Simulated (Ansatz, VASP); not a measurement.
**Two plane-wave programs on TaN**

File INCAR:

```
ALGO = Normal ; EDIFF = 1E-6
EDIFFG = -0.005 ; ENCUT = 600
GGA = CA ; IBRION = 2
ISIF = 3 ; ISMEAR = 0
LASPH = T ; LCHARG = F
LREAL = F ; LWAVE = F
NELM = 100 ; NSW = 100
PREC = Accurate ; SIGMA = 0.1
```

KPOINTS

```
k-points
0
Gamma
  18 18 14
```

The input POSCAR:

```
TaN
1.0
    2.9065949786      0.0000000000      0.0000000000
   -1.4532974893      2.5171850900      0.0000000000
    0.0000000000      0.0000000000      2.8531172886
Ta N
1 1
Direct
    0.3333333333      0.6666666667      0.5000000000
    0.0000000000      0.0000000000      0.0000000000
```

Input for Ansatz:

```yaml
crystal:
  lattice:
    - [2.9065949786, 0.0, 0.0]
    - [-1.4532974893, 2.51718509, 0.0]
    - [0.0, 0.0, 2.8531172886]
  atoms:
    - { symbol: Ta, position: [0.3333333333, 0.6666666667, 0.5] }
    - { symbol: "N", position: [0.0, 0.0, 0.0] }
basis:
  ecutwfc: 420
kpoints:
  mp_grid: { grid: [18, 18, 14] }
hamiltonian:
  xc: lda
scf:
  occupations: { method: gaussian, width: 0.1 }
output:
  forces: true
  stress: true
  eigenvalues: true
relax:
  adjacent_minimum: "off"
  f_tol: 0.005
  max_steps: 80
  cell: { stress_tol: 0.05 }
```

Alike in both runs: task relaxation of cell and atoms; functional LDA; k mesh 18 × 18 × 14; occupations gaussian, width 0.1 eV; no spin polarisation.

|  | VASP | Ansatz |
| --- | --- | --- |
| version | VASP 6.6.1 | Ansatz 0.2.0 |
| potentials or method | VASP PAW LDA potentials, release 64 (Ta_pv, N) | scalar-relativistic, plane waves, PAW |
| plane-wave cutoff (eV) | 600 | 420 |
| valence electrons in the cell | 16 | 18 |

|  | VASP | Ansatz | Ansatz less VASP |
| --- | --- | --- | --- |
| gap on the k mesh at the Fermi level, each at its own relaxed structure (eV) | none | none | - |
| relaxed volume (Å³/atom) | 10.48 | 10.43 | -0.052 |
| relaxed cell length with the largest relative difference (Å) | 2.911 | 2.907 | -0.0048 |

A gap of «none» marks a metal or a gap that the smearing closes. The two sets of potentials don't hold the same shells in valence.

The runs have no spin-orbit coupling, so splittings on Ta are missing.
